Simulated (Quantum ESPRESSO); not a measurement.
Ga: single point with PBE

Crystal: Ga.

```
Ga
1.0
     2.68064   -0.02635    0.04814
    -0.02635    2.74416    0.02683
     0.04814    0.02683    2.72643
Ga
1
Direct
  0.99487 0.01044 0.99940
```

The cell isn't the ideal one: cell strained at random at fixed volume.

| Quantity | Value |
| --- | --- |
| Program | Quantum ESPRESSO 7.5 |
| Task | single point |
| Functional | PBE |
| Potentials or basis | SSSP 1.3 efficiency PBE |
| Cutoff | 952 eV |
| Density cutoff | 7619 eV |
| k mesh | 10 × 10 × 10 |
| Occupations | fermi-dirac, width 0.05 eV |
| Spin | no spin polarisation |

```json
{
 "Pressure": "0.0 GPa",
 "Band gap on the k mesh": "none (metal or under the smearing width)"
}
```

Stress tensor (GPa, compression positive):
```
 1.49 -0.52  0.78
-0.52 -0.75  0.49
 0.78  0.49 -0.69
```

Levels at points of the mesh, in eV from the Fermi level:
```
              k point  band 3  band 4  band 5  band 6  band 7  band 8  band 9  band 10  band 11  band 12
   (0.00, 0.00, 0.00)  -14.63  -14.61  -14.61  -10.60    8.53    8.80    9.50    11.54    11.97    14.39
  (0.00, 0.00, -0.50)  -14.76  -14.74  -14.60   -6.29   -4.15   11.87   12.76    15.25    16.41    17.25
  (0.00, -0.50, 0.00)  -14.76  -14.74  -14.60   -6.40   -4.16   12.04   12.76    15.35    16.57    17.47
 (0.00, -0.50, -0.50)  -14.73  -14.72  -14.50   -1.93   -0.96   -0.61    4.12    16.08    20.77    21.06
  (-0.50, 0.00, 0.00)  -14.77  -14.76  -14.61   -6.01   -4.11   12.09   12.31    15.21    16.30    17.32
 (-0.50, 0.00, -0.50)  -14.75  -14.74  -14.47   -1.54   -0.95   -0.29    4.29    15.49    19.97    20.58
 (-0.50, -0.50, 0.00)  -14.75  -14.74  -14.48   -1.63   -0.89   -0.45    4.23    15.60    20.31    20.58
(-0.50, -0.50, -0.50)  -14.94  -14.49  -14.46    2.20    2.56    3.01    3.67     7.85     7.99     8.69
```

Wall time 2.9 min on 1 thread of Arm Neoverse V1, with other jobs on the host, peak memory 0.25 GiB.
